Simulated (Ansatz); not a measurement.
# Two states of EuS

```
Eu S
1.0
     0.00000    5.97909    5.97909
     2.98954    0.00000    2.98954
     2.98954    2.98954    0.00000
Eu S
2 2
Direct
  0.00000 0.00000 0.00000
  0.50000 0.00000 0.00000
  0.25000 0.50000 0.50000
  0.75000 0.50000 0.50000
```

Level: PBE; 420 eV; 3×6×6 Γ-centred mesh; fermi-dirac occupations (width 0.1 eV); Ansatz 0.2.0, fixed geometry.

State A: Eu1 up, Eu2 down (collinear spin). State B: Eu1 up, Eu2 up (collinear spin).

**Question.** Compare the two self-consistent states.

**Answer.** State B is lower by 12.8 meV an atom at zero smearing; in free energy at this smearing B lies -10.6 meV an atom from A.

| state | free energy (meV/atom) | largest moment in a small sphere (μB) | net moment (μB/cell) | gap on mesh (eV) | pressure (GPa) | largest force (eV/Å) |
| --- | --- | --- | --- | --- | --- | --- |
| A | 10.6 | 6.73 | 0.00 | metal | -2.9 | 0.00 |
| B | 0.0 | 6.75 | 13.92 | metal | -3.0 | 0.00 |

Origin: a database entry at a rescaled volume. Caveats: semilocal functionals often miss the gap of such magnets; the k mesh is coarse if the cell is a metal; f shells without a U or exact exchange are poorly placed.
